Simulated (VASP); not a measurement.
Ni, 1 atom in the cell. The cell holds a sheet with vacuum, 1 atom: a = 2.259 Å, b = 2.259 Å, c = 23.800 Å, α = 90.00°, β = 90.00°, γ = 90.00°. The cell was built by a generator and needn't be a form met in nature.

- Program: VASP 6.6.1
- Task: single point
- Functional: PBE
- Potentials or basis: VASP PAW PBE potentials, release 64 (Ni)
- Cutoff: 600 eV
- k mesh: 9 × 9 × 1
- Occupations: fermi-dirac, width 0.05 eV
- Spin: collinear spin, ferromagnetic start
- Starting moments: [1.0] μB
- Dipole correction: yes
- Further INCAR settings: ALGO = Fast; EDIFF = 1e-06

Potentials or basis: VASP PAW PBE potentials, release 64 (Ni).

Command:

```bash
$ cat potpaw_PBE.64/Ni/POTCAR > POTCAR
$ mpirun -np 1 vasp_std > vasp.out
```

Hardware: 1 thread of Intel(R) Xeon(R) Platinum 8488C (Sapphire Rapids), on a shared host.

**Question.** How long does it take, and how much memory?

**Answer.** Run time: 88 s on 1 thread of Intel(R) Xeon(R) Platinum 8488C (Sapphire Rapids), with other jobs on the host, peak memory 0.28 GiB. Counts: scf iterations 28, k points 15.
